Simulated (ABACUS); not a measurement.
Sb under changes of volume

One of the cells (31.554 Å³/atom); the others are scaled copies at fixed shape and fractional positions:

```
Sb
1.0
     3.16000    0.00000    0.00000
     0.00000    3.16000    0.00000
     0.00000    0.00000    3.16000
Sb
1
Cartesian
  0.0000 0.0000 0.0000
```

This isn't the form of Sb at room conditions, which is rhombohedral.

| Property | Result |
| --- | --- |
| Program | ABACUS 3.10.1 |
| Functional | PBE |
| Potentials or basis | PseudoDojo NC SR 0.4.1 PBE standard |
| Cutoff | 1102 eV |
| Density cutoff | 4408 eV |
| Basis | plane waves |
| k mesh | 8 × 8 × 8 |
| Occupations | fermi-dirac, width 0.05 eV |
| Spin | no spin polarisation |

| volume (Å³/atom) | energy over the lowest point (meV/atom) | pressure (GPa) |
| --- | --- | --- |
| 29.661 | 1.93 | 1.0 |
| 30.292 | 0.00 | -0.2 |
| 30.923 | 2.75 | -1.3 |
| 31.554 | 9.63 | -2.3 |
| 32.186 | 20.19 | -3.2 |
| 32.817 | 33.99 | -3.9 |
| 33.448 | ? | ? |

Task: What does the run at 33.448 Å³/atom give?

Result: Energy over the lowest point 50.67 meV/atom; pressure -4.6 GPa.

Worked out: A Birch-Murnaghan fit of order 3 (a polynomial in V^(-2/3)) to the other rows has its minimum at 30.22 Å³/atom with B0 = V·E''(V) = 57 GPa and B' = 4.8. It gives 50.66 meV/atom at 33.448 Å³/atom, against the run's 50.67, and -dE/dV = -4.6 GPa, against -4.6.

Energies are extrapolated to zero smearing.
